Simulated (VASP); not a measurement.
# SnTe (F-43m) in VASP: a series of runs, part 3 of 3

VASP 6.6.1. Earlier steps stand in the parts before.

## 5. Single point, PBEsol, spin-orbit coupling, no magnetisation

Input file INCAR:

```
SYSTEM = SnTe
PREC = Accurate
ENCUT = 400
EDIFF = 1E-7
ISMEAR = 0
SIGMA = 0.02
LREAL = .False.
LASPH = .True.
NELM = 100
ALGO = Normal
ISIF = 2
LWAVE = .False.
LCHARG = .False.
MAGMOM = 0 0 0 0 0 0
LORBIT = 11
LSORBIT = .True.
GGA_COMPAT = .False.
GGA = PS
NBANDS = 36
```

Input file KPOINTS:

```
regular mesh
0
Gamma
  7 7 7
  0 0 0
```

Input file POSCAR:

```
SnTe
1.0
    0.0000000000      3.6111460000      3.6111460000
    3.6111460000      0.0000000000      3.6111460000
    3.6111460000      3.6111460000      0.0000000000
Te Sn
1 1
Direct
    0.2500000000      0.2500000000      0.2500000000
    0.0000000000      0.0000000000      0.0000000000
```

Potentials or basis: VASP PAW PBE potentials, release 64 (Te, Sn_d).

Started as:

```
$ cat potpaw_PBE.64/Te/POTCAR potpaw_PBE.64/Sn_d/POTCAR > POTCAR
$ mpirun -np 1 vasp_ncl > vasp.out
```

OUTCAR:

```text
SYSTEM = SnTe
   PREC = Accurate
   ENCUT = 400
   EDIFF = 1E-7
   ISMEAR = 0
   LREAL = .False.
   LASPH = .True.
   NELM = 100
   ISIF = 2
   LORBIT = 11
   LSORBIT = .True.
   GGA = PS

 Found     30 irreducible k-points:

 Following reciprocal coordinates:
            Coordinates               Weight
  0.000000  0.000000  0.000000      1.000000
  0.142857  0.000000  0.000000      4.000000
 -0.142857  0.000000  0.000000      4.000000
  0.285714  0.000000  0.000000      4.000000
 -0.285714  0.000000  0.000000      4.000000
  0.428571  0.000000  0.000000      4.000000
   k-points           NKPTS =     30   k-points in BZ     NKDIM =     30   number of bands    NBANDS=     36
   number of dos      NEDOS =    301   number of ions     NIONS =      2
   total plane-waves  NPLWV =  46656
   dimension x,y,z NGX =    36 NGY =   36 NGZ =   36
   dimension x,y,z NGXF=    72 NGYF=   72 NGZF=   72
   ions per type =               1   1
   NGX,Y,Z   is equivalent  to a cutoff of  11.72, 11.72, 11.72 a.u.
   NGXF,Y,Z  is equivalent  to a cutoff of  23.44, 23.44, 23.44 a.u.
 SYSTEM =  SnTe
   PREC   = accura    normal or accurate (medium, high low for compatibility)
[... 331 lines left out ...]
     0.0000000     0.0000000     0.0000000     0.0000000     0.0000000     0.0000000     0.0000000
     0.0000000     0.0000000     0.0000000     0.0000000     0.0000000     0.0000000     0.0000000
     0.0000000     0.0000000     0.0000000     0.0000000     0.0000000     0.0000000     0.0000000
     0.0000000     0.0000000     0.0000000     0.0000000     0.0000000     0.0000000     0.0000000
     0.0000000     0.0000000     0.0000000     0.0000000     0.0000000     0.0000000     0.0000000
     0.0000000     0.0000000     0.0000000     0.0000000     0.0000000     0.0000000     0.0000000

 Ion:    2  E_soc:     -0.1056161
 l=   1
     0.0000000    -0.0114458    -0.0114458
    -0.0114458     0.0000000    -0.0114458
    -0.0114458    -0.0114458     0.0000000
 l=   2
     0.0000000    -0.0012479     0.0000000    -0.0012479    -0.0049091
    -0.0012479     0.0000000    -0.0036818    -0.0012479    -0.0012273
     0.0000000    -0.0036818     0.0000000    -0.0036818     0.0000000
    -0.0012479    -0.0012479    -0.0036818     0.0000000    -0.0012273
    -0.0049091    -0.0012273     0.0000000    -0.0012273     0.0000000
 l=   3
     0.0000000     0.0000000     0.0000000     0.0000000     0.0000000     0.0000000     0.0000000
     0.0000000     0.0000000     0.0000000     0.0000000     0.0000000     0.0000000     0.0000000
     0.0000000     0.0000000     0.0000000     0.0000000     0.0000000     0.0000000     0.0000000
     0.0000000     0.0000000     0.0000000     0.0000000     0.0000000     0.0000000     0.0000000
     0.0000000     0.0000000     0.0000000     0.0000000     0.0000000     0.0000000     0.0000000
     0.0000000     0.0000000     0.0000000     0.0000000     0.0000000     0.0000000     0.0000000
     0.0000000     0.0000000     0.0000000     0.0000000     0.0000000     0.0000000     0.0000000

 total charge

# of ion       s       p       d       tot
------------------------------------------
    1        1.394   1.943   0.016   3.352
    2        1.391   0.703   9.958  12.052
--------------------------------------------------
tot          2.784   2.646   9.974  15.404

 magnetization (x)

# of ion       s       p       d       tot
------------------------------------------
    1        0.000   0.000   0.000   0.000
    2        0.000  -0.000  -0.000   0.000
--------------------------------------------------
tot          0.000   0.000   0.000   0.000

 magnetization (y)

# of ion       s       p       d       tot
------------------------------------------
    1        0.000  -0.000   0.000  -0.000
    2        0.000   0.000   0.000   0.000
--------------------------------------------------
tot          0.000  -0.000   0.000  -0.000

 magnetization (z)

# of ion       s       p       d       tot
------------------------------------------
    1        0.000   0.000  -0.000   0.000
    2        0.000  -0.000  -0.000   0.000
--------------------------------------------------
tot          0.000   0.000  -0.000   0.000
```

OSZICAR:

```text
N       E                     dE             d eps       ncg     rms          rms(c)
DAV:   1     0.146065883996E+03    0.14607E+03   -0.76584E+03  2180   0.960E+02
DAV:   2     0.129331328874E+02   -0.13313E+03   -0.12707E+03  2208   0.277E+02
DAV:   3    -0.694064777444E+01   -0.19874E+02   -0.19482E+02  2560   0.110E+02
DAV:   4    -0.787290867610E+01   -0.93226E+00   -0.92975E+00  2524   0.265E+01
DAV:   5    -0.791149035843E+01   -0.38582E-01   -0.38580E-01  3096   0.502E+00    0.493E+00
DAV:   6    -0.776926852711E+01    0.14222E+00   -0.25976E-01  2668   0.297E+00    0.321E+00
DAV:   7    -0.776466951298E+01    0.45990E-02   -0.70960E-02  2632   0.100E+00    0.168E+00
DAV:   8    -0.776444252977E+01    0.22698E-03   -0.29029E-03  2368   0.402E-01    0.669E-01
DAV:   9    -0.776492202684E+01   -0.47950E-03   -0.14643E-03  2596   0.261E-01    0.158E-01
DAV:  10    -0.776530295764E+01   -0.38093E-03   -0.31345E-04  2280   0.113E-01    0.422E-02
DAV:  11    -0.776551196568E+01   -0.20901E-03   -0.17728E-04  2328   0.544E-02    0.210E-02
DAV:  12    -0.776554246722E+01   -0.30502E-04   -0.33745E-05  2372   0.252E-02    0.201E-02
DAV:  13    -0.776554443720E+01   -0.19700E-05   -0.29802E-06  2420   0.891E-03    0.882E-03
DAV:  14    -0.776554553862E+01   -0.11014E-05   -0.13451E-06  2020   0.497E-03    0.242E-03
DAV:  15    -0.776554566411E+01   -0.12549E-06   -0.16724E-07  2204   0.371E-03    0.248E-03
DAV:  16    -0.776554569334E+01   -0.29224E-07   -0.22203E-08  1752   0.101E-03
   1 F= -.77655457E+01 E0= -.77655456E+01  d E =-.163181E-06  mag=     0.0000    -0.0000     0.0000
```

stdout:

```text
POSCAR found type information on POSCAR TeSn
 POSCAR found :  2 types and       2 ions
 scaLAPACK will be used
 -----------------------------------------------------------------------------
|                                                                             |
|                                                                             |
|     You enforced a specific xc type in the INCAR file but a different       |
|     I HOPE YOU KNOW WHAT YOU ARE DOING!                                     |
|                                                                             |
 -----------------------------------------------------------------------------

 LDA part: xc-table for (Slater+PW92), standard interpolation
 POSCAR, INCAR and KPOINTS ok, starting setup
 FFT: planning ... GRIDC
 FFT: planning ... GRID_SOFT
 FFT: planning ... GRID
 WAVECAR not read
 entering main loop
```

Run time: 2 min. Hardware: 1 thread of Intel Xeon 6975P-C (Granite Rapids), shared host; peak memory 0.44 GiB.

These settings aren't checked as converged: the numbers below hold their error.

What came out:

```yaml
Free_energy: -7.7655 eV
Pressure: -1.3 GPa
Valence_electrons_inside_the_program's_atomic_spheres: Te 3.35; Sn 12.05
```

Caveat: the PAW data sets were made with another functional, which shifts forces and pressure a little.

## 6. Single point, PBEsol, spin-orbit coupling, no magnetisation

Input file INCAR:

```
SYSTEM = SnTe
ALGO = Normal
EDIFF = 1E-7
ENCUT = 750
GGA = PS
GGA_COMPAT = .False.
ISIF = 2
ISMEAR = 0
LASPH = .True.
LCHARG = .False.
LNONCOLLINEAR = .True.
LORBIT = 11
LREAL = .False.
LSORBIT = .True.
LWAVE = .False.
MAGMOM = 0 0 0 0 0 0
NBANDS = 36
NELM = 100
PREC = Accurate
SIGMA = 0.02
```

Input file KPOINTS:

```
k-points
0
Gamma
  7 7 7
  0 0 0
```

POSCAR is that of step 5.

Potentials or basis: VASP PAW PBE potentials, release 64 (Te, Sn_d).

Started as:

```
$ cat potpaw_PBE.64/Te/POTCAR potpaw_PBE.64/Sn_d/POTCAR > POTCAR
$ mpirun -np 1 vasp_ncl > vasp.out
```

Wall time 9.3 min (1 thread of Intel Xeon Platinum 8375C at 2.90GHz (Ice Lake), shared host); peak memory 0.88 GiB.

The run converged, but some of its settings lie outside the range that counts as converged, so its numbers aren't taken as properties of the crystal.

What came out:

```yaml
Free_energy: -7.7662 eV
Pressure: -1.3 GPa
Valence_electrons_inside_the_program's_atomic_spheres: Te 3.35; Sn 12.05
```

Caveat: the PAW data sets were made with another functional, which shifts forces and pressure a little.
